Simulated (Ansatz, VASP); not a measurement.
## MgTe in VASP and in Ansatz

Contents of INCAR:

```
SYSTEM = MgTe
PREC = Accurate
ENCUT = 520
EDIFF = 1E-7
ISMEAR = 0
SIGMA = 0.05
LREAL = .FALSE.
LASPH = .TRUE.
NELM = 100
ALGO = Fast
ISIF = 2
LWAVE = .FALSE.
LCHARG = .FALSE.
GGA = CA
NBANDS = 16
```

The input KPOINTS:

```
Automatic mesh
0
G
  9 9 4
  0 0 0
```

POSCAR

```
MgTe
1.0
    4.6762020814      0.0000000000      0.0000000000
   -2.3381010407      4.0497097957      0.0000000000
    0.0000000000      0.0000000000      7.3950000000
Mg Te
2 2
Direct
    0.3333333333      0.6666666667      0.0000000000
    0.6666666667      0.3333333333      0.5000000000
    0.3333333333      0.6666666667      0.3700000000
    0.6666666667      0.3333333333      0.8700000000
```

Input for Ansatz:

```yaml
crystal:
  lattice:
    - [4.6762020814, 0.0, 0.0]
    - [-2.3381010407, 4.0497097957, 0.0]
    - [0.0, 0.0, 7.395]
  atoms:
    - { symbol: Mg, position: [0.3333333333, 0.6666666667, 0.0] }
    - { symbol: Mg, position: [0.6666666667, 0.3333333333, 0.5] }
    - { symbol: Te, position: [0.3333333333, 0.6666666667, 0.37] }
    - { symbol: Te, position: [0.6666666667, 0.3333333333, 0.87] }
basis:
  ecutwfc: 420
kpoints:
  mp_grid: { grid: [9, 9, 4] }
hamiltonian:
  xc: lda
scf:
  occupations: { method: gaussian, width: 0.05 }
output:
  forces: true
  stress: true
  eigenvalues: true
```

Change from the starting cell: strain +0.030 along x and y, +0.000 along z, atoms carried along.

Alike in both runs: task single point; functional LDA; k mesh 9 × 9 × 4; occupations gaussian, width 0.05 eV; no spin polarisation.

|  | VASP | Ansatz |
| --- | --- | --- |
| version | VASP 6.6.1 | Ansatz 0.2.0 |
| potentials or method | VASP PAW LDA potentials, release 64 (Mg, Te) | scalar-relativistic, plane waves, PAW |
| plane-wave cutoff (eV) | 520 | 420 |
| valence electrons in the cell | 16 | 52 |

Ansatz gave:

* gap on the k mesh at the Fermi level (eV): 2.07
* least direct gap on the mesh (eV): 2.07
* pressure (GPa): -2.5
* largest component of the traceless stress (GPa): 1.67
* rms of the force components (eV/Å): 0.197

Task: Which values does VASP return?

Result: gap on the k mesh at the Fermi level (eV): 2.09; least direct gap on the mesh (eV): 2.09; pressure (GPa): -2.5; largest component of the traceless stress (GPa): 1.68; rms of the force components (eV/Å): 0.200.

Atom by atom the forces differ by 0.003 eV/Å (rms over components). The two sets of potentials don't hold the same shells in valence.

Caveats: spin-orbit coupling is left out, which moves the levels of the heavy elements.
